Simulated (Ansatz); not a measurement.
# V: levels along high-symmetry lines

```
V
1.0
     0.00000    2.73348    2.73348
     2.73348    0.00000    2.73348
     2.73348    2.73348    0.00000
V
2
Direct
  0.00000 0.00000 0.00000
  0.25000 0.25000 0.25000
```

Atoms are numbered in the order listed.

The structure comes from a relaxation in the same program, started in the diamond type, and has space group Fd-3m. Whether it is a known phase or the ground state wasn't checked.

Other magnetic orders may lie lower; this is the state that the run reached.

Computed with DFT, PBE, all-electron LAPW, scalar-relativistic (Ansatz 0.2.0).

Settings: a Γ-centred 10×10×10 k mesh, Fermi–Dirac smearing of 0.08 eV, basis error target 1 meV/atom, spin-polarised from start moments V1 1.5, V2 1.5 μB, ending with a cell moment of 3.74 μB.

Points in fractions of the reciprocal vectors of this cell: Γ (0, 0, 0), X (0.5, 0, 0.5), U (0.625, 0.25, 0.625), K (0.375, 0.375, 0.75), L (0.5, 0.5, 0.5), W (0.5, 0.25, 0.75). The path joins them by straight lines in the order Γ–X–U–K–Γ–L–W–X; legs that retrace an earlier one aren't tabulated. Energies are in eV from the Fermi level.

(1) Is there a gap?

(2) List the levels between -8 and 1.5 eV at the symmetry points.

Answers

(1) none: bands cross the Fermi level, a metal.

(2) 
Γ spin-up: -5.48, -1.59 (×2), -1.53 (×3), 0.53 (×3)
Γ spin-down: -4.73, -0.52 (×2), 0.28 (×3)
X spin-up: -2.52 (×2), -1.44 (×2), -0.86 (×2), 0.47 (×2)
X spin-down: -1.61 (×2), 0.42 (×2), 0.67 (×2)
U spin-up: -2.69, -2.23, -1.63, -1.34, -0.94, -0.29, 0.00, 0.36
U spin-down: -1.63, -1.32, -0.02, 0.25, 0.73, 1.21, 1.29, 1.49
K spin-up: -2.69, -2.23, -1.63, -1.34, -0.94, -0.29, 0.00, 0.36
K spin-down: -1.63, -1.32, -0.02, 0.25, 0.73, 1.21, 1.29, 1.49
L spin-up: -2.63, -1.95, -1.52 (×2), -1.51 (×2), -0.69, 1.37 (×2)
L spin-down: -1.46, -1.19, -0.47 (×2), 0.28 (×2), 0.89
W spin-up: -2.57 (×2), -1.22 (×2), -0.54 (×2), -0.09 (×2)
W spin-down: -1.51 (×2), 0.44 (×2), 0.93 (×2), 1.10 (×2)
